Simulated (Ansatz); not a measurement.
Free-standing chains of the atoms of BaTe, named by their start (strip: triangular double chain, ladder: square double chain); atoms and period are relaxed, and energies count from relaxed bulk BaTe (Fm-3m, 44.07 Å³/atom, gap on the mesh 1.66 eV).

All numbers below come from Ansatz, DFT PBE, scalar-relativistic, plane waves, PAW.

Cutoff 420 eV, Gaussian smearing of 0.05 eV, energies at zero smearing, symmetry of each start kept, collinear spin where a moment is listed.

```csv
start,atoms,k mesh,excess energy (eV per host atom),period (Å),gap on the mesh (eV),highest filled level or Fermi level under vacuum (eV)
linear chain,2,1×1×10,1.244,6.358,1.48,-
dimerised chain,2,1×1×10,1.244,6.355,1.48,-
zigzag chain,2,1×1×11,1.204,5.781,1.65,3.85
ladder chain,4,1×1×10,0.736,6.615,2.17,4.22
strip chain*,2,1×1×19,1.215,5.918,1.69,-
```

Zero in every row: size of the moment (μB per cell).

* ends far from its start.

Spin-orbit coupling is left out, which matters for the bands of heavy elements. An odd mesh misses points on the zone edge, so a gap read on it can be too wide.

Each run keeps its start's symmetry and one magnetic start, so lower states can exist. Rows stand on unlike meshes and boxes, so starts that end alike can differ by a few hundredths of an eV per atom.

Cost: 5 runs of about 16 core-minutes in all, on Arm Neoverse V2 (shared hosts).